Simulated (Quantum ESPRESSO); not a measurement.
**TePb under changes of volume**

One of the cells (32.055 Å³/atom); the others are scaled copies at fixed shape and fractional positions:

```
CELL_PARAMETERS angstrom
4.00229 0.00000 0.00000
0.00000 4.00229 0.00000
0.00000 0.00000 4.00229
ATOMIC_POSITIONS crystal
Pb 0.00000 0.00000 0.00000
Te 0.50000 0.50000 0.50000
```

Measurements of this composition are mostly on another form, of space group No. 225.

| Quantity | Value |
| --- | --- |
| Program | Quantum ESPRESSO 7.5 |
| Functional | LDA |
| Potentials or basis | PseudoDojo 0.4.1 SR LDA standard |
| Cutoff | 1088 eV |
| Density cutoff | 4354 eV |
| k mesh | 7 × 7 × 7 |
| Occupations | fermi-dirac, width 0.05 eV |
| Spin | no spin polarisation |

```csv
volume (Å³/atom),energy over the lowest point (meV/atom),pressure (GPa)
30.132,0.00,-1.6
30.773,7.91,-2.4
31.414,19.11,-3.2
32.055,?,?
32.696,50.07,-4.6
33.337,69.27,-5.1
33.978,90.61,-5.6
```

Question: What does the run at 32.055 Å³/atom give?

Answer: Energy over the lowest point 33.26 meV/atom; pressure -3.9 GPa.

Worked out: A Birch-Murnaghan fit of order 3 (a polynomial in V^(-2/3)) to the other rows has no minimum within the range. It gives 33.26 meV/atom at 32.055 Å³/atom, against the run's 33.26, and -dE/dV = -3.9 GPa, against -3.9.

Energies are extrapolated to zero smearing.
